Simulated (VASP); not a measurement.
ZnSe (Stilleite): single point with r2SCAN

**Experimental background.**

From “Alloy Disordering Effects on the Thermal Conductivity and Energy Gap Temperature Dependence of Cd1−xZnxSe Ternary Crystals Grown by the Bridgman Method”, 2023, pmc:10253836, for a bulk crystal of ZnSe at 300 K: band gap 2.695 ± 0.003 eV (an exciton energy, a little under the gap).

ZnSe (Stilleite):

```
CELL_PARAMETERS angstrom
0.00000 2.83380 2.83380
2.83380 0.00000 2.83380
2.83380 2.83380 0.00000
ATOMIC_POSITIONS crystal
Zn 0.00000 0.00000 0.00000
Se 0.25000 0.25000 0.25000
```

```yaml
Program: VASP 6.6.1
Task: single point
Functional: r2SCAN
Potentials_or_basis: VASP PAW PBE potentials, release 64 (Zn, Se)
Cutoff: 520 eV
k_mesh: 7 × 7 × 7
Occupations: fermi-dirac, width 0.02 eV
Spin: no spin polarisation
```

- Pressure: 0.0 GPa
- Band gap on the k mesh: 1.87 eV, direct

Levels at points of the mesh, in eV from the valence-band top:
| k point | band 5 | band 6 | band 7 | band 8 | band 9 | band 10 | band 11 | band 12 | band 13 |
| --- | --- | --- | --- | --- | --- | --- | --- | --- | --- |
| (0.00, 0.00, 0.00) | -6.29 | -6.29 | 0.00 | 0.00 | 0.00 | 1.87 | 6.32 | 6.32 | 6.32 |

It took 28 s on 4 MPI ranks on Intel(R) Xeon(R) Platinum 8259CL CPU @ 2.50GHz (Skylake/Cascade Lake) (shared host), peak memory 0.17 GiB a rank.

A measured gap of ZnSe is 2.695 eV (an exciton energy, a little under the gap; 300 K; “Alloy Disordering Effects on the Thermal Conductivity and Energy Gap Temperature Dependence of Cd1−xZnxSe Ternary Crystals Grown by the Bridgman Method”, 2023, pmc:10253836); the calculated 1.87 eV misses it by -0.83 eV. Spin-orbit coupling on Se is left out. The value is that of r2SCAN, without temperature or zero-point motion.

Caveat: the PAW data sets were made with another functional, which shifts forces and pressure a little.
